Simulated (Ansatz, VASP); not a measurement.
## One calculation of GaSb, two programs

POSCAR

```
GaSb
1.0
    0.0000000000      3.0511625820      3.0658788003
    3.0511625820      0.0000000000      3.0658788003
    3.0511625820      3.0511625820      0.0000000000
Ga Sb
1 1
Direct
    0.0000000000      0.0000000000      0.0000000000
    0.2500000000      0.2500000000      0.2500000000
```

The input INCAR.step1:

```
PREC     = Accurate       # precision mode
ENCUT    = 520            # plane-wave cutoff, eV
ISMEAR   = -1             # smearing method
SIGMA    = 0.02           # smearing width, eV
LREAL    = F              # projectors in reciprocal space
LASPH    = T              # aspherical terms in the spheres
NELM     = 60             # most SCF steps
NBANDS   = 16             # bands
GGA      = PE             # functional
ALGO     = Normal         # electronic algorithm
EDIFF    = 1E-4           # SCF threshold, eV
LWAVE    = T              # write WAVECAR
LCHARG   = F              # write CHGCAR
```

INCAR.step2

```
PREC     = Accurate       # precision mode
ENCUT    = 520            # plane-wave cutoff, eV
EDIFF    = 1E-6           # SCF threshold, eV
ISMEAR   = -1             # smearing method
SIGMA    = 0.02           # smearing width, eV
LREAL    = F              # projectors in reciprocal space
LASPH    = T              # aspherical terms in the spheres
NELM     = 60             # most SCF steps
ALGO     = Normal         # electronic algorithm
ISIF     = 2              # what is computed and relaxed
LWAVE    = F              # write WAVECAR
LCHARG   = F              # write CHGCAR
METAGGA  = R2SCAN         # meta-GGA
LMIXTAU  = T            
NBANDS   = 16             # bands
ISTART   = 1
```

Contents of KPOINTS:

```
Automatic mesh
0
Gamma
  8 8 8
```

Input for Ansatz:

```yaml
crystal:
  lattice:
    - [0.0, 3.051162582, 3.0658788003]
    - [3.051162582, 0.0, 3.0658788003]
    - [3.051162582, 3.051162582, 0.0]
  atoms:
    - { symbol: Ga, position: [0.0, 0.0, 0.0] }
    - { symbol: Sb, position: [0.25, 0.25, 0.25] }
kpoints:
  mp_grid: { grid: [8, 8, 8] }
  band_path:
    path:
      - [0.0, 0.0, 0.0]
      - [-0.5, -0.5, 0.0]
      - [-0.375, -0.375, 0.25]
      - [-0.375, 0.0, 0.375]
      - [0.0, 0.0, 0.5]
      - [-0.5, -0.25, 0.25]
    npoints: 1
hamiltonian:
  xc: r2scan
scf:
  occupations: { method: fermi_dirac, width: 0.02 }
  n_extra_bands: 4
output:
  forces: true
  stress: true
  eigenvalues: true
```

Change from the starting cell: biaxial_xy strain -0.5%.

Alike in both runs: task single point; functional r2SCAN; k mesh 8 × 8 × 8; occupations fermi-dirac, width 0.02 eV; no spin polarisation.

|  | VASP | Ansatz |
| --- | --- | --- |
| version | VASP 6.6.1 | Ansatz 0.2.0 |
| potentials or method | VASP PAW PBE potentials, release 64 (Ga_d, Sb) | plane waves, PAW |
| plane-wave cutoff (eV) | 520 | 500 |
| valence electrons in the cell | 18 | 28 |

```tsv
	VASP	Ansatz	Ansatz less VASP
pressure (GPa)	0.6	0.5	-0.09
largest component of the traceless stress (GPa)	0.16	0.16	+0.006
```

The two sets of potentials don't hold the same shells in valence.

Caveats: the PAW data sets were made with another functional, which shifts forces and pressure a little (VASP); spin-orbit coupling is left out, which moves the levels of the heavy elements.
